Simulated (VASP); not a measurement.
# Zr5H2 in VASP: a series of runs

Runs on Zr5H2. Level: PBE. Tasks: single point.

Everything below comes from runs of VASP 6.6.1. Logs are shortened: lines on timing, memory, paths and dates and some standing lists are left out, and cuts for length are marked.

### Step 1. Starting point

The cell holds a slab with vacuum, 7 atoms: a = 5.055 Å, b = 5.055 Å, c = 21.872 Å, α = 90.00°, β = 90.00°, γ = 120.00°.

### Step 2. Single point, PBE

File INCAR:

```
SYSTEM = Zr5H2
PREC     = Accurate       ! precision mode
ENCUT    = 520            ! plane-wave cutoff, eV
EDIFF    = 1E-6           ! SCF threshold, eV
ISMEAR   = 0              ! smearing method
SIGMA    = 0.1            ! smearing width, eV
LREAL    = .FALSE.        ! projectors in reciprocal space
LASPH    = .TRUE.         ! aspherical terms in the spheres
NELM     = 60             ! most SCF steps
ALGO     = Fast           ! electronic algorithm
ISIF     = 2              ! what is computed and relaxed
LWAVE    = .FALSE.        ! write WAVECAR
LCHARG   = .FALSE.        ! write CHGCAR
LDIPOL   = .TRUE.       
IDIPOL   = 3            
DIPOL    = 0.5 0.5 0.318
GGA      = PE             ! functional
NBANDS   = 40             ! bands
```

File KPOINTS:

```
regular mesh
0
G
  6 6 1
  0 0 0
```

File POSCAR:

```
Zr5H2
1.0
    5.0551939858      0.0000000000      0.0000000000
   -2.5275969929      4.3779264128      0.0000000000
    0.0000000000      0.0000000000     21.8720672789
Zr H
5 2
Direct
    0.6666666667      0.3333333333      0.1828816613
    0.3333333333      0.6666666667      0.2300599704
    0.0000000000      0.0000000000      0.2702766909
    0.6666666667      0.3333333333      0.3062297178
    0.3333333333      0.6666666667      0.3599141855
    0.2057044179      0.7942955821      0.4390105040
    0.4609622488      0.5390377512      0.4390105040
```

Potentials or basis: VASP PAW PBE potentials, release 64 (Zr_sv, H).

Command:

```bash
$ cat potpaw_PBE.64/Zr_sv/POTCAR potpaw_PBE.64/H/POTCAR > POTCAR
$ mpirun -np 1 vasp_std > vasp.out
```

OUTCAR:

```text
SYSTEM = Zr5H2
   PREC = Accurate
   ENCUT = 520
   EDIFF = 1E-6
   ISMEAR = 0
   LREAL = .FALSE.
   LASPH = .TRUE.
   NELM = 60
   ISIF = 2
   GGA = PE

 ion  position               nearest neighbor table
   1  0.667  0.333  0.183-   4 2.70   2 3.10   2 3.10   2 3.10   3 3.49   3 3.49   3 3.49
   2  0.333  0.667  0.230-   5 2.84   3 3.05   3 3.05   3 3.05   1 3.10   1 3.10   1 3.10   4 3.36
                             4 3.36   4 3.36
   3  0.000  0.000  0.270-   4 3.02   4 3.02   4 3.02   2 3.05   2 3.05   2 3.05   1 3.49   1 3.49
                             1 3.49   5 3.52   5 3.52   5 3.52
   4  0.667  0.333  0.306-   1 2.70   3 3.02   3 3.02   3 3.02   5 3.15   5 3.15   5 3.15   2 3.36
                             2 3.36   2 3.36
   5  0.333  0.667  0.360-   6 2.06   7 2.06   2 2.84   4 3.15   4 3.15   4 3.15   3 3.52   3 3.52
                             3 3.52
   6  0.206  0.794  0.439-   5 2.06
   7  0.461  0.539  0.439-   5 2.06

  LATTYP: Found a hexagonal cell.
 ALAT       =     5.0551939858
 C/A-ratio  =     4.3266524174

  Lattice vectors:

 A1 = (   5.0551939858,   0.0000000000,   0.0000000000)
 A2 = (  -2.5275969929,   4.3779264128,   0.0000000000)
 A3 = (   0.0000000000,   0.0000000000,  21.8720672789)

Analysis of symmetry for initial positions (statically):
=====================================================================
 Subroutine PRICEL returns:
 Original cell was already a primitive cell.

 Routine SETGRP: Setting up the symmetry group for a
 hexagonal supercell.

 Subroutine GETGRP returns: Found  2 space group operations
 (whereof  2 operations were pure point group operations)
 out of a pool of 24 trial point group operations.

The static configuration has the point symmetry C_1h.

Analysis of symmetry for dynamics (positions and initial velocities):
=====================================================================
 Subroutine PRICEL returns:
 Original cell was already a primitive cell.

 Routine SETGRP: Setting up the symmetry group for a
 hexagonal supercell.

 Subroutine GETGRP returns: Found  2 space group operations
 (whereof  2 operations were pure point group operations)
 out of a pool of 24 trial point group operations.

The dynamic configuration has the point symmetry C_1h.

 Subroutine INISYM returns: Found  2 space group operations
 (whereof  2 operations are pure point group operations),
 and found     1 'primitive' translations

----------------------------------------------------------------------------------------

[... 106 lines left out ...]
   EFERMI_NEDOS =   21; number of points for ismear=-14 and -15
   IALGO  =     68    algorithm
   IMIX   =      4    mixing-type and parameters
     AMIX     =   0.40;   BMIX     =  1.00
     AMIX_MAG =   1.60;   BMIX_MAG =  1.00
  volume/ion in A,a.u.               =      69.15       466.65
  Fermi-wavevector in a.u.,A,eV,Ry     =   0.825227  1.559453  9.265559  0.680999
  Thomas-Fermi vector in A             =   1.937049
   LORBIT       =      0    0 simple, 1 ext, 2 COOP (PROOUT), +10 PAW based schemes
   GGA     = PE    functional components
   LHFCALC =     F    Hartree Fock is set to
   AEXX    =    0.0000 exact exchange contribution
   IVDW    =     0    specifies the selected vdW correction
   LEPSILON=     F    determine dielectric tensor
   LRPA    =     F    only Hartree local field effects (RPA)
 non-spin polarized calculation
 RMM-DIIS sequential band-by-band and
 Gauss-broadening in eV      SIGMA  =   0.10
  energy-cutoff  :      520.00
  volume of cell :      484.06
 maximum number of plane-waves:     13089
 NGX is ok and might be reduce to    40
   NGX = 19   NGY = 19   NGZ = 81

 dipolmoment           0.000000      0.000000     -0.469204 electrons x Angstroem

 number of electron      62.0000000 magnetization

 dipolmoment           0.000000      0.000000      0.387145 electrons x Angstroem

 Free energy of the ion-electron system (eV)
  ---------------------------------------------------
  ext. energy  EPLUGINS =         0.00000000
  ---------------------------------------------------
  free energy    TOTEN  =       -42.66703267 eV

  energy without entropy =      -42.60325712  energy(sigma->0) =      -42.63514490

 E-fermi :  -1.5856     XC(G=0):  -3.7869

 val. band max:       -1.5883035072   @ k =  -0.3333   0.3333   0.0000
 cond. band min:      -1.5500074726   @ k =   0.3333  -0.0000   0.0000
 fundamental gap:      0.0382960346
 Fermi energy:        -1.5856173406

 k-point     1 :       0.0000    0.0000    0.0000
  band No.  band energies     occupation
      1     -50.6154      2.00000
      2     -50.3822      2.00000
      3     -50.1946      2.00000
      4     -49.9757      2.00000
      5     -49.8481      2.00000
      6     -28.9611      2.00000
[... 548 lines left out ...]
     39       0.0528      0.00000
     40       0.2745      0.00000

------------------------ aborting loop because EDIFF is reached ----------------------------------------

 vacuum level on the upper side and lower side of the slab       (xc-potential included)         1.273        -1.736

  FORCE on cell =-STRESS in cart. coord.  units (eV):
  Direction    XX          YY          ZZ          XY          YZ          ZX
  --------------------------------------------------------------------------------------
  -------------------------------------------------------------------------------------
  Total       -3.3972808     -2.1180386     -0.1219205      1.1078562     -0.3031091      0.5250000
  in kB      -11.2446493     -7.0104895     -0.4035442      3.6668899     -1.0032599      1.7376958
  external PRESSURE =      -6.2195610 kB  Pullay stress =       0.0000000 kB

 VOLUME and BASIS-vectors are now :
 -----------------------------------------------------------------------------
  energy-cutoff  :      520.00
  volume of cell :      484.06
      direct lattice vectors                 reciprocal lattice vectors
     5.055193986  0.000000000  0.000000000     0.197816345  0.114209320  0.000000000
    -2.527596993  4.377926413  0.000000000     0.000000000  0.228418641  0.000000000
     0.000000000  0.000000000 21.872067279     0.000000000  0.000000000  0.045720415

 POSITION                                       TOTAL-FORCE (eV/Angst)
 -----------------------------------------------------------------------------------
      2.52760      1.45931      4.00000        -0.022996      0.013277     -1.096784
     -0.00000      2.91862      5.03189         0.072958     -0.042122      0.529359
      0.00000      0.00000      5.91151        -0.075077      0.043346     -0.328364
      2.52760      1.45931      6.69788        -0.152658      0.088137      0.380594
     -0.00000      2.91862      7.87207        -0.005471      0.003159      2.268712
     -0.96778      3.47737      9.60207         0.444130     -0.256419     -0.858669
      0.96778      2.35987      9.60207        -0.260885      0.150622     -0.894848
 -----------------------------------------------------------------------------------
    total drift:                               -0.000114      0.000066      0.008636

  FREE ENERGIE OF THE ION-ELECTRON SYSTEM (eV)
  ---------------------------------------------------
  free  energy   TOTEN  =       -42.6670326683 eV

  energy  without entropy=      -42.6032571245  energy(sigma->0) =      -42.63514490

 vacuum level on the upper side and lower side of the slab         4.674         1.587
```

OSZICAR:

```text
N       E                     dE             d eps       ncg     rms          rms(c)
DAV:   1     0.552798284140E+03    0.55280E+03   -0.30384E+04  1360   0.127E+03
DAV:   2     0.107798986636E+02   -0.54202E+03   -0.52828E+03  1336   0.362E+02
DAV:   3    -0.410826041096E+02   -0.51863E+02   -0.50659E+02  1640   0.779E+01
[... 24 lines left out ...]
RMM:  28    -0.426670266327E+02   -0.52183E-05   -0.28925E-05  1405   0.176E-02    0.345E-03
RMM:  29    -0.426670286137E+02   -0.19810E-05   -0.21203E-05  1224   0.146E-02    0.463E-03
RMM:  30    -0.426670301787E+02   -0.15650E-05   -0.14786E-05  1163   0.124E-02    0.560E-03
RMM:  31    -0.426670319920E+02   -0.18133E-05   -0.10573E-05  1134   0.107E-02    0.436E-03
RMM:  32    -0.426670326683E+02   -0.67629E-06   -0.72301E-06  1029   0.897E-03
   1 F= -.42667033E+02 E0= -.42635145E+02  d E =-.637755E-01
```

Wall time 8.7 min (1 thread of AMD EPYC 9R45 (Zen 5), shared host); peak memory 0.66 GiB.

Results:

* Free energy: -42.6670 eV
* Largest force: 2.269 eV/Å
* Band gap on the k mesh: none (metal or under the smearing width)

Forces in eV/Å, atoms in the order of the input:
```
Zr  -0.023  0.013 -1.097
Zr   0.073 -0.042  0.529
Zr  -0.075  0.043 -0.328
Zr  -0.153  0.088  0.381
Zr  -0.005  0.003  2.269
H    0.444 -0.256 -0.859
H   -0.261  0.151 -0.895
```

Levels at points of the mesh, in eV from the Fermi level:
| k point | band 27 | band 28 | band 29 | band 30 | band 31 | band 32 | band 33 | band 34 | band 35 | band 36 |
| --- | --- | --- | --- | --- | --- | --- | --- | --- | --- | --- |
| (0.00, 0.00, 0.00) | -0.89 | -0.52 | -0.27 | -0.22 | -0.17 | 0.08 | 0.09 | 0.15 | 0.48 | 0.86 |
| (0.50, 0.00, 0.00) | -1.02 | -0.56 | -0.41 | -0.29 | -0.13 | -0.12 | 0.09 | 0.27 | 0.48 | 1.00 |
| (0.50, 0.50, 0.00) | -1.05 | -0.82 | -0.81 | -0.29 | -0.12 | -0.07 | 0.07 | 0.39 | 0.55 | 0.98 |

### Step 3. Single point, PBE

File INCAR:

```
PREC = Accurate ; ENCUT = 520
EDIFF = 1E-6 ; ISMEAR = 0
SIGMA = 0.1 ; LREAL = F
LASPH = T ; NELM = 100
ALGO = Fast ; ISIF = 2
LWAVE = F ; LCHARG = T
LDIPOL = T ; IDIPOL = 3
DIPOL = 0.5 0.5 0.306 ; GGA = PE
LELF = T ; LVHAR = T
LVACPOTAV = T ; NBANDS = 40
```

File KPOINTS:

```
Automatic mesh
0
Gamma
  6 6 1
```

POSCAR: that of step 2 with these lines changed.

```diff
@@ -13,3 +13,3 @@
     0.3333333333      0.6666666667      0.3599141855
-    0.2057044179      0.7942955821      0.4390105040
-    0.4609622488      0.5390377512      0.4390105040
+    0.1820059839      0.8179940161      0.3951189053
+    0.4846606828      0.5153393172      0.3951189053
```

Potentials or basis: VASP PAW PBE potentials, release 64 (Zr_sv, H).

Command:

```bash
$ cat potpaw_PBE.64/Zr_sv/POTCAR potpaw_PBE.64/H/POTCAR > POTCAR
$ mpirun -np 1 vasp_std > vasp.out
```

Run time: 9 min. Hardware: 1 thread of AMD EPYC 9R45 (Zen 5), shared host; peak memory 0.66 GiB.

The run converged. Its results:

```yaml
Free_energy: -42.0040 eV
Largest_force: 6.590 eV/Å
Band_gap_on_the_k_mesh: none (metal or under the smearing width)
Work_function_of_the_upper_face: 3.98 eV
Work_function_of_the_lower_face: 3.29 eV
```

Forces on the atoms (eV/Å):
```
Zr  -0.142  0.082 -1.051
Zr  -0.058  0.034  0.252
Zr   0.070 -0.041 -0.412
Zr  -0.101  0.058  0.780
Zr  -0.240  0.138 -4.727
H   -4.801  2.772  2.632
H    5.271 -3.043  2.525
```

Levels at points of the mesh, in eV from the Fermi level:
```csv
k point,band 27,band 28,band 29,band 30,band 31,band 32,band 33,band 34,band 35,band 36
"(0.00, 0.00, 0.00)",-0.85,-0.69,-0.49,-0.33,-0.19,-0.11,0.02,0.19,0.68,0.85
"(0.50, 0.00, 0.00)",-1.05,-0.66,-0.47,-0.33,-0.14,-0.06,0.23,0.38,0.50,1.14
"(0.50, 0.50, 0.00)",-1.04,-0.99,-0.79,-0.32,-0.15,-0.13,0.07,0.45,0.92,0.98
```

### Step 4. Single point, PBE

File INCAR:

```
SYSTEM = Zr5H2
ALGO = Fast ; DIPOL = 0.5 0.5 0.318
EDIFF = 1E-6 ; ENCUT = 520
GGA = PE ; IDIPOL = 3
ISIF = 2 ; ISMEAR = 0
LASPH = .True. ; LCHARG = .False.
LDIPOL = .True. ; LREAL = .False.
LWAVE = .False. ; NBANDS = 40
NELM = 60 ; PREC = Accurate
SIGMA = 0.1
```

File KPOINTS:

```
k-points
0
Gamma
  6 6 1
  0 0 0
```

POSCAR: that of step 3 with these lines changed.

```diff
@@ -13,3 +13,3 @@
     0.3333333333      0.6666666667      0.3599141855
-    0.1820059839      0.8179940161      0.3951189053
-    0.4846606828      0.5153393172      0.3951189053
+    0.2277468167      0.7722531833      0.4390105040
+    0.4389198500      0.5610801500      0.4390105040
```

Command:

```bash
$ cat potpaw_PBE.64/Zr_sv/POTCAR potpaw_PBE.64/H/POTCAR > POTCAR
$ mpirun -np 1 vasp_std > vasp.out
```

Run time: 9.5 min. Hardware: 1 thread of AMD EPYC 9R45 (Zen 5), shared host; peak memory 0.66 GiB.

It converged, with:

```yaml
Free_energy: -42.8129 eV
Largest_force: 1.364 eV/Å
Band_gap_on_the_k_mesh: none (metal or under the smearing width)
```

Forces in eV/Å, atoms in the order of the input:
```
Zr  -0.035  0.020 -1.044
Zr   0.064 -0.037  0.392
Zr  -0.086  0.050 -0.325
Zr  -0.119  0.068  0.298
Zr   0.059 -0.034  1.362
H    0.374 -0.216 -0.342
H   -0.257  0.149 -0.342
```

Levels at points of the mesh, in eV from the Fermi level:
| k point | band 28 | band 29 | band 30 | band 31 | band 32 | band 33 | band 34 | band 35 |
| --- | --- | --- | --- | --- | --- | --- | --- | --- |
| (0.00, 0.00, 0.00) | -0.53 | -0.31 | -0.24 | -0.18 | 0.07 | 0.07 | 0.16 | 0.44 |
| (0.50, 0.00, 0.00) | -0.76 | -0.39 | -0.30 | -0.14 | -0.12 | 0.07 | 0.26 | 0.48 |
| (0.50, 0.50, 0.00) | -0.89 | -0.85 | -0.30 | -0.13 | -0.09 | 0.06 | 0.32 | 0.56 |
